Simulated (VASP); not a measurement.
A run of VASP 6.6.1 is set up as follows.

Contents of INCAR:

```
SYSTEM = CdO
  PREC = Accurate
  ENCUT = 600
  EDIFF = 1E-6
  ISMEAR = -1
  SIGMA = 0.05
  LREAL = .False.
  LASPH = .True.
  NELM = 60
  ALGO = Fast
  ISIF = 3
  LWAVE = .False.
  LCHARG = .False.
  GGA = RE
  LUSE_VDW = .True.
  AGGAC = 0.0
  IBRION = 2
  NSW = 60
  EDIFFG = -0.01
```

The input KPOINTS:

```
Automatic mesh
0
Gamma
  10 10 10
  0 0 0
```

File POSCAR:

```
CdO
1.0
    0.0000000000      2.3495000000      2.3495000000
    2.3495000000      0.0000000000      2.3495000000
    2.3495000000      2.3495000000      0.0000000000
Cd O
1 1
Direct
    0.0000000000      0.0000000000      0.0000000000
    0.5000000000      0.5000000000      0.5000000000
```

Potentials or basis: VASP PAW PBE potentials, release 64 (Cd, O).

Run with:

```sh
$ cat potpaw_PBE.64/Cd/POTCAR potpaw_PBE.64/O/POTCAR > POTCAR
$ mpirun -np 1 vasp_std > vasp.out
```

(1) Predict the space group after relaxing (to 0.05 Å).

(2) Estimate the band gap on the k mesh.

(3) Predict the relaxed cell.

(4) Predict the relaxed volume.

Results:

(1) Fm-3m (No. 225).

(2) none (metal or under the smearing width).

(3) a = 3.426 Å, b = 3.426 Å, c = 3.426 Å, α = 60.00°, β = 60.00°, γ = 60.00°.

(4) 14.21 Å³/atom.

Caveat: the PAW data sets were made with another functional, which shifts forces and pressure a little; this crystal is a semiconductor, whose small gap the functional closes, so the metal is an error of the method.
